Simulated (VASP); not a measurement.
# Zn3H: band structure with revPBE

Zn3H:

```
Zn H
1.0
     0.00000    2.99658    2.99658
     2.99658    0.00000    2.99658
     2.99658    2.99658    0.00000
Zn H
3 1
Direct
  0.50000 0.50000 0.50000
  0.25000 0.25000 0.25000
  0.75000 0.75000 0.75000
  0.00000 0.00000 0.00000
```

The cell was built by a generator and needn't be a form met in nature.

| Quantity | Value |
| --- | --- |
| Program | VASP 6.6.1 |
| Task | band structure |
| Functional | revPBE |
| Potentials or basis | VASP PAW PBE potentials, release 64 (Zn, H) |
| Cutoff | 520 eV |
| k mesh | 6 × 6 × 6 |
| Occupations | fermi-dirac, width 0.05 eV |
| Spin | no spin polarisation |
| Further INCAR settings | ALGO = Normal; EDIFF = 1e-07; NBANDS = 26 |

| Property | Result |
| --- | --- |
| Pressure | 2.2 GPa |
| Band gap along the path | none (metal or under the smearing width) |

Levels at the corners of the path, in eV from the Fermi level:
| point | band 16 | band 17 | band 18 | band 19 | band 20 | band 21 | band 22 | band 23 |
| --- | --- | --- | --- | --- | --- | --- | --- | --- |
| Γ | -6.81 | 0.31 | 3.34 | 3.34 | 3.34 | 3.84 | 4.18 | 4.18 |
| X | -5.35 | -4.71 | -1.16 | -1.16 | -1.01 | 0.02 | 9.06 | 11.00 |
| X | -5.35 | -4.71 | -1.16 | -1.16 | -1.01 | 0.02 | 9.06 | 11.00 |
| W | -4.21 | -4.18 | -3.78 | -3.78 | 2.40 | 4.87 | 4.87 | 6.19 |
| W | -4.21 | -4.18 | -3.78 | -3.78 | 2.40 | 4.87 | 4.87 | 6.19 |
| K | -4.75 | -4.55 | -4.24 | -0.47 | -0.26 | 3.59 | 7.54 | 8.43 |
| K | -4.75 | -4.55 | -4.24 | -0.47 | -0.26 | 3.59 | 7.54 | 8.43 |
| Γ | -6.81 | 0.31 | 3.34 | 3.34 | 3.34 | 3.84 | 4.18 | 4.18 |
| Γ | -6.81 | 0.31 | 3.34 | 3.34 | 3.34 | 3.84 | 4.18 | 4.18 |
| L | -6.21 | -5.69 | 0.45 | 1.85 | 1.85 | 2.96 | 3.76 | 3.76 |
| L | -6.21 | -5.69 | 0.45 | 1.85 | 1.85 | 2.96 | 3.76 | 3.76 |
| U | -4.75 | -4.55 | -4.24 | -0.47 | -0.26 | 3.59 | 7.54 | 8.43 |
| U | -4.75 | -4.55 | -4.24 | -0.47 | -0.26 | 3.59 | 7.54 | 8.43 |
| W | -4.21 | -4.18 | -3.78 | -3.78 | 2.40 | 4.87 | 4.87 | 6.19 |
| W | -4.21 | -4.18 | -3.78 | -3.78 | 2.40 | 4.87 | 4.87 | 6.19 |
| L | -6.21 | -5.69 | 0.45 | 1.85 | 1.85 | 2.96 | 3.76 | 3.76 |
| L | -6.21 | -5.69 | 0.45 | 1.85 | 1.85 | 2.96 | 3.76 | 3.76 |
| K | -4.75 | -4.55 | -4.24 | -0.47 | -0.26 | 3.59 | 7.54 | 8.43 |
| U | -4.75 | -4.55 | -4.24 | -0.47 | -0.26 | 3.59 | 7.54 | 8.43 |
| X | -5.35 | -4.71 | -1.16 | -1.16 | -1.01 | 0.02 | 9.06 | 11.00 |

Wall time 25 s on 1 thread of Intel(R) Xeon(R) 6975P-C (Granite Rapids), with other jobs on the host, peak memory 0.18 GiB.

Caveat: the PAW data sets were made with another functional, which shifts forces and pressure a little.
